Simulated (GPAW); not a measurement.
# Pb (P6_3/mmc) in GPAW: a series of runs

The runs below take Pb through single point, with RPBE, PBE.

Everything below comes from runs of GPAW 26.7.0. Logs are shortened: lines on timing, memory, paths and dates and some standing lists are left out, and cuts for length are marked. The log counts tension as positive stress, the text compression.

### Step 1. Starting point

Symmetry: P6_3/mmc, No. 194, hexagonal system. Conventional cell: a = 3.480 Å, b = 3.480 Å, c = 5.590 Å, α = 90.00°, β = 90.00°, γ = 120.00°. Pb (site symmetry -6m2) is surrounded by 12 Pb at 3.44 to 3.48 Å.

This isn't the form of Pb at room conditions, which is fcc.

### Step 2. Single point, RPBE

Input file run.py:

```python
from ase.dft.bandgap import bandgap
from ase.io import read, write
from ase.units import GPa
from gpaw import GPAW, PW

atoms = read('POSCAR')

calc = GPAW(mode=PW(600),
            xc='RPBE',
            kpts={'size': (9, 9, 5), 'gamma': True},
            occupations={'name': 'methfessel-paxton', 'order': 0, 'width': 0.1},
            nbands=24,
            convergence={'density': 1e-05, 'energy': 1e-05},
            maxiter=150,
            txt='gpaw.txt')
atoms.calc = calc
energy = atoms.get_potential_energy()
forces = atoms.get_forces()
stress = atoms.get_stress()
calc.write('gs.gpw')
write('result.traj', atoms)
print(f'Energy: {energy:.6f} eV')
print('Forces (eV/A):')
print(forces.round(4))
print('Stress (GPa):', (stress / GPa).round(3))
print('Fermi level:', round(calc.get_fermi_level(), 4), 'eV')
print(f'Gap: {bandgap(calc)[0]:.4f} eV, direct: {bandgap(calc, direct=True)[0]:.4f} eV')
```

Input file POSCAR:

```
Pb
1.0
    3.4800000000      0.0000000000      0.0000000000
   -1.7400000000      3.0137684052      0.0000000000
    0.0000000000      0.0000000000      5.5900000000
Pb
2
Direct
    0.6666666667      0.3333333333      0.7500000000
    0.3333333333      0.6666666667      0.2500000000
```

Potentials or basis: the program's PAW data sets (release 1.2.1) made for this functional, pw.

The run is started by

```
$ OMP_NUM_THREADS=1 python run.py
```

gpaw.txt:

```text
__  _  _
 | _ |_)|_||  |
 |__||  | ||/\| - 26.7.0

Input parameters:
  mode=PW(ecut=600.0),
  convergence={'density': 1e-05, 'energy': 1e-05},
  kpts=MonkhorstPack(size=(9, 9, 5), gamma=True),
  maxiter=150,
  nbands=24,
  occupations=Occupations(name='methfessel-paxton', order=0, width=0.1),
  xc=XC(name='RPBE')

Diagonalizing LCAO Hamiltonian
Converting LCAO to pw mode

           Pb

        Pb

Atoms  # Å, Bohr magnetons
|   | symbol |         x |        y |        z |    initial magnetic moments |
|---|--------|-----------|----------|----------|-----------------------------|
| 0 |     Pb |  1.740000 | 1.004589 | 4.192500 | ( 0.0000,  0.0000,  0.0000) |
| 1 |     Pb | -0.000000 | 2.009179 | 1.397500 | ( 0.0000,  0.0000,  0.0000) |

Unit cell  # Å
| periodic |         x |        y |        z |  lengths |     angles |
|----------|-----------|----------|----------|----------|------------|
|      yes |  3.480000 | 0.000000 | 0.000000 | 3.480000 |  90.000000 |
|      yes | -1.740000 | 3.013768 | 0.000000 | 3.480000 |  90.000000 |
|      yes |  0.000000 | 0.000000 | 5.590000 | 5.590000 | 120.000000 |

Number of symmetries: 12
Symmetry operations  # r_c * U_cc + t_c -> r_c
|    | kind |            matrix            |
|----|------|------------------------------|
|  0 |  σ   |  1, 1, 0,  0,-1, 0,  0, 0, 1 |
|  1 |  S6  |  1, 1, 0, -1, 0, 0,  0, 0,-1 |
|  2 |  E   |  1, 0, 0,  0, 1, 0,  0, 0, 1 |
|  3 |  C2  |  1, 0, 0, -1,-1, 0,  0, 0,-1 |
|  4 |  C2  |  0, 1, 0,  1, 0, 0,  0, 0,-1 |
|  5 |  C3  |  0, 1, 0, -1,-1, 0,  0, 0, 1 |
|  6 |  S6  |  0,-1, 0,  1, 1, 0,  0, 0,-1 |
|  7 |  σ   |  0,-1, 0, -1, 0, 0,  0, 0, 1 |
|  8 |  σ   | -1, 0, 0,  1, 1, 0,  0, 0, 1 |
|  9 |  i   | -1, 0, 0,  0,-1, 0,  0, 0,-1 |
| 10 |  C3  | -1,-1, 0,  1, 0, 0,  0, 0, 1 |
| 11 |  C2  | -1,-1, 0,  0, 1, 0,  0, 0,-1 |

BZ-sampling:
  Number of BZ points: 405
  Number of IBZ points: 50

  Monkhorst-Pack size: [9, 9, 5]
  Monkhorst-Pack shift: [0, 0, 0]

K-points  # in reciprocal-cell coordinates
|     |                                coordinates |     weight |
|-----|--------------------------------------------|------------|
|   0 | (  0.00000000,   0.00000000,   0.00000000) | 0.00246914 |
|   1 | (  0.00000000,   0.00000000,   0.20000000) | 0.00493827 |
|   2 | (  0.00000000,   0.00000000,   0.40000000) | 0.00493827 |
|   3 | (  0.11111111,   0.00000000,  -0.40000000) | 0.01481481 |
|   4 | (  0.11111111,   0.00000000,  -0.20000000) | 0.01481481 |
|   5 | (  0.11111111,   0.00000000,   0.00000000) | 0.01481481 |
|   6 | (  0.11111111,   0.00000000,   0.20000000) | 0.01481481 |
|   7 | (  0.11111111,   0.00000000,   0.40000000) | 0.01481481 |
|   8 | (  0.22222222,  -0.11111111,   0.00000000) | 0.01481481 |
|   9 | (  0.22222222,  -0.11111111,   0.20000000) | 0.02962963 |
| ... |                                            |            |
|  49 | (  0.44444444,   0.44444444,   0.40000000) | 0.02962963 |

Plane wave coefficients: 1971
Cutoff: 600.0 eV

Spin-components: 1 (collinear spins)
Bands:           24
Projectors:      12
Spin-degeneracy: 2
Datatype:        complex128

Parallelization:
  kpt:    1
  domain: 1
  band:   1

Density:
  Valence electrons: 28.0
  Components: 1
  Grid points: [20 20 32]
  Charge: 0.0  # |e|

Potential:
  Grid points: [20 20 32]

species:
  Pb:
    name:    Lead
    Z:       82.0
    valence: 14
    core:    68
    charge:  0.0  # [|e|]
    compensation charges:
      type: gauss
      rc: 0.38  # [Å]
      lmax: 2
    cutoffs:
      filter: 2.36  # [Å]
      core: 2.43  # [Å]
    projectors
    | kind |    occ | energy [eV] | rcut [Å] |
    |------|--------|-------------|----------|
    |   6s |  2.000 |     -11.900 |    1.259 |
    |   6p |  2.000 |      -3.434 |    1.275 |
    |   5d | 10.000 |     -21.207 |    1.217 |
    |    s |        |      15.312 |    1.259 |
    |    p |        |      23.777 |    1.275 |
    |    d |        |       6.004 |    1.217 |

    Using partial waves for Pb as LCAO basis

Reference energy: -1134580.049078  # eV

eigensolver:
  PPCG
  Converge bands: occupied
  niter=2

density mixing:
  MSR1-Mixer
  Pratt-step length: 0.05
  Maximum mixing coefficient: 0.75
  Old densities: 10
  SVD Regularization: 0.005
  Good broyden scale: 1.0
  Trust region scale: 1.0
  Backstep threshold: 4.0
  History deletion threshold: 6.0
  Fourier metric: weight=20.0, sigma=0.015

occupation numbers:
  Methfessel-Paxton:
    width: 0.1000  # eV
    order: 0

poisson solver:
  ecut: 4800.0  # eV

xc functional:
  name: RPBE with 2 nearest neighbor stencil

convergence criteria:
- Maximum integral of absolute [dens]ity change: 1e-05 electrons / valence electron
- Maximum [total energy] change in last 3 cyles: 1e-05 eV / valence electron
- Maximum integral of absolute [eigenst]ate change: 4e-08 eV^2 / valence electron
maximum number of iterations: 150

SCF iterations
|iter     | |      energy | eigst |  dens |
|---------|-|-------------|-------|-------|
|iter:   1| |   -6.721354 | -0.12 |       |
|iter:   2| |   -6.722234 | -2.09 | -1.75 |
|iter:   3| |   -6.693950 | -2.39 | -1.79 |
|iter:   4| |   -6.694202 | -3.21 | -2.27 |
|iter:   5| |   -6.694588 | -3.94 | -2.67 |
|iter:   6| |   -6.694600 | -5.72 | -3.72 |
|iter:   7| |   -6.694601c| -6.55 | -4.09 |
|iter:   8| |   -6.694602c| -7.00 | -4.44 |
|iter:   9| |   -6.694602c| -7.77c| -5.18c|

Converged in 9 steps
Energy contributions relative to reference atoms: (reference = -1134580.049078)

Energy contributions:
  Kinetic:          23.151638
  Coulomb:         -22.217351
  Zero:             -0.009506
  External:          0.000000
  Xc:               -7.616707
  Entropy:          -0.005352
  Spinorbit:         0.000000
  ----------------------------
  Free energy:      -6.697278
  Extrapolated:     -6.694602

dipole moment: (0.000003, 0.000004, 0.000008)  # |e|*Ang

Fermi level: 8.103
Eigenvalues  # (at kpt = [0.000, 0.000, 0.000])
| band index |      eig [eV] | occ [0-2] |
|------------|---------------|-----------|
|          0 |        -9.050 |     2.000 |
|        ... |               |           |
|          5 |        -8.982 |     2.000 |
|          6 |        -8.927 |     2.000 |
|          7 |        -8.927 |     2.000 |
|          8 |        -8.732 |     2.000 |
|          9 |        -8.732 |     2.000 |
|         10 |        -3.787 |     2.000 |
[... 8 lines left out ...]
|         19 |        17.189 |     0.000 |
|         20 |        19.716 |     0.000 |
|        ... |               |           |
|         23 |        20.945 |     0.000 |

No gap
No difference between direct/indirect transitions

Forces  # eV/Ang
|        x |        y |        z |
|----------|----------|----------|
|  0.00000 |  0.00000 | -0.00001 |  # Pb   0
| -0.00000 | -0.00000 |  0.00001 |  # Pb   1

Stress tensor  # eV/Ang^3
|         x |         y |         z |
|-----------|-----------|-----------|
| -0.025498 | -0.000000 |  0.000000 |
| -0.000000 | -0.025498 | -0.000000 |
|  0.000000 | -0.000000 | -0.051360 |

# Writing to gs.gpw (mode='')
```

Wall time 24 s (1 thread of Arm Neoverse V2, shared host); peak memory 0.19 GiB.

Results:

```yaml
Free_energy: -6.6973 eV
Pressure: 5.5 GPa
Band_gap_on_the_k_mesh: none (metal or under the smearing width)
```

The run has no spin-orbit coupling, so splittings on Pb are missing.

### Step 3. Single point, PBE

run.py, as its differences from that of step 2:

```diff
@@ -1,3 +1,4 @@
+from ase import Atoms
 from ase.dft.bandgap import bandgap
-from ase.io import read, write
+from ase.io import write
 from ase.units import GPa
@@ -5,8 +6,14 @@
 
-atoms = read('POSCAR')
+atoms = Atoms(['Pb', 'Pb'],
+              cell=[[3.48, 0.0, 0.0],
+                    [-1.74, 3.0137684052, 0.0],
+                    [0.0, 0.0, 5.59]],
+              scaled_positions=[[0.6666666667, 0.3333333333, 0.75],
+                                [0.3333333333, 0.6666666667, 0.25]],
+              pbc=True)
 
 calc = GPAW(mode=PW(600),
-            xc='RPBE',
+            xc='PBE',
             kpts={'size': (9, 9, 5), 'gamma': True},
-            occupations={'name': 'methfessel-paxton', 'order': 0, 'width': 0.1},
+            occupations={'name': 'methfessel-paxton', 'order': 0, 'width': 0.05},
             nbands=24,
```

Potentials or basis: GPAW PAW data sets (gpaw-data 1.2.1), pw.

The run is started by

```
$ OMP_NUM_THREADS=1 python run.py
```

It took 24 s on 1 thread of Arm Neoverse V2, shared host; peak memory 0.19 GiB.

The run converged. Its results:

```yaml
Free_energy: -7.5236 eV
Pressure: 3.7 GPa
Band_gap_on_the_k_mesh: none (metal or under the smearing width)
```

Stress tensor (GPa, compression positive):
```
2.29 0.00 0.00
0.00 2.29 0.00
0.00 0.00 6.63
```

Levels at points of the mesh, in eV from the Fermi level:
```tsv
k point	band 11	band 12	band 13	band 14	band 15	band 16	band 17	band 18
(0.00, 0.00, 0.00)	-11.90	-7.90	-4.30	5.57	5.57	7.47	7.47	8.15
```
